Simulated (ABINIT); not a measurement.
Input of an ABINIT 10.8.3 (patched build) run:

File run.abi:

```
# Pseudopotentials
pp_dirpath "./"
pseudos "Pb.hgh, S.hgh"

# Structure
acell 11.4477267679 11.4477267679 7.8402126443
rprim
     0.3347165094    -0.9423188730     0.0000000000
     0.3347165094     0.9423188730     0.0000000000
     0.0000000000     0.0000000000     1.0000000000
ntypat 2
znucl 82 16
natom 4
typat 1 1 2 2
xred
     0.1267029000     0.8732971000     0.2500000000
     0.8732971000     0.1267029000     0.7500000000
     0.3573511300     0.6426488700     0.2500000000
     0.6426488700     0.3573511300     0.7500000000
chkprim 0
chksymtnons 0
tolsym 1.0e-6

# Plane-wave basis
ecut 20.0

# k points
kptopt 1
ngkpt 5 5 4
nshiftk 1
shiftk 0.0 0.0 0.0

# Exchange and correlation
ixc 7

# Bands and occupations
nband 14
occopt 3
tsmear 0.00183747

# SCF cycle
nstep 100
tolvrs 1.0e-10

# Output
iomode 3
prtwf 0
prteig 0
prtebands 0
prtden 1
prtvha 1
prtvclmb 1
prtpot 1
prtelf 1
```

Potentials or basis: HGH LDA.

Launch:

```sh
$ abinit run.abi > log 2>&1
```

Question: What does it give for the band gap on the k mesh?

Answer: 0.97 eV, indirect (least direct gap 1.06 eV).

Caveat: spin-orbit coupling is left out, which as a rule narrows the gap of such compounds by several tenths of an eV; an odd mesh through Γ misses points on the zone boundary, where band edges often lie; HGH potentials are hard and often keep d shells in the core, so these values are rough.
